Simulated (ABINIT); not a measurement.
A run of ABINIT 10.8.3 (patched build) is set up as follows.

File run.abi:

```
# Datasets: ground state, then fixed potential
ndtset 2

# Pseudopotentials
pp_dirpath "./"
pseudos "Zr.upf, N.upf"

# Structure
acell 3*1.0 Angstrom
rprim
     0.0000000000     2.3000000000     2.3000000000
     2.3000000000     0.0000000000     2.3000000000
     2.3000000000     2.3000000000     0.0000000000
ntypat 2
znucl 40 7
natom 2
typat 1 2
xred
     0.5000000000     0.5000000000     0.5000000000
     0.0000000000     0.0000000000     0.0000000000

# Plane-wave basis
ecut 42.0

# Exchange and correlation
ixc 7

# Bands and occupations
occopt 3
tsmear 0.00183747

# SCF cycle
nstep 100

# Output
iomode 3
prtwf 0
prteig 0
prtebands 0
enunit 1
prtden1 1
prtvha1 1
prtvclmb1 1
prtpot1 1
prtelf1 1

# Dataset 1
kptopt1 1
ngkpt1 10 10 10
nshiftk1 1
shiftk1 0.0 0.0 0.0
nband1 13
tolvrs1 1.0e-10

# Dataset 2: bands along G-X-W-K-G-L-U-W-L-K
iscf2 -2
getden2 1
nband2 17
nbdbuf2 2
tolwfr2 1.0e-12
kptopt2 -9
ndivsm2 5
prteig2 1
kptbounds2
     0.0000000000     0.0000000000     0.0000000000
     0.5000000000     0.0000000000     0.5000000000
     0.5000000000     0.2500000000     0.7500000000
     0.3750000000     0.3750000000     0.7500000000
     0.0000000000     0.0000000000     0.0000000000
     0.5000000000     0.5000000000     0.5000000000
     0.6250000000     0.2500000000     0.6250000000
     0.5000000000     0.2500000000     0.7500000000
     0.5000000000     0.5000000000     0.5000000000
     0.3750000000     0.3750000000     0.7500000000
```

Potentials or basis: PseudoDojo NC SR LDA v0.4.1 standard.

Run with:

```bash
$ abinit run.abi > log 2>&1
```

Estimate the band gap on the k mesh.

none (metal or under the smearing width).

Predict the pressure.

-12.4 GPa.

Levels at the corners of the path, in eV from the Fermi level:
```tsv
point	band 4	band 5	band 6	band 7	band 8	band 9	band 10	band 11	band 12	band 13
Γ	-27.16	-16.04	-2.65	-2.65	-2.65	-0.45	-0.45	-0.45	1.52	1.52
X	-27.51	-15.47	-4.57	-3.49	-3.17	-3.17	3.30	4.46	4.46	4.90
W	-27.57	-14.87	-5.43	-4.75	-4.75	0.98	0.98	4.47	4.57	5.80
K	-27.42	-14.91	-5.50	-4.75	-4.46	-0.73	3.34	3.60	5.11	5.65
Γ	-27.16	-16.04	-2.65	-2.65	-2.65	-0.45	-0.45	-0.45	1.52	1.52
L	-27.25	-13.80	-7.66	-5.68	-5.68	2.94	3.01	3.01	4.74	7.58
U	-27.42	-14.91	-5.50	-4.75	-4.46	-0.73	3.34	3.60	5.11	5.65
W	-27.57	-14.87	-5.43	-4.75	-4.75	0.98	0.98	4.47	4.57	5.80
L	-27.25	-13.80	-7.66	-5.68	-5.68	2.94	3.01	3.01	4.74	7.58
K	-27.42	-14.91	-5.50	-4.75	-4.46	-0.73	3.34	3.60	5.11	5.65
```
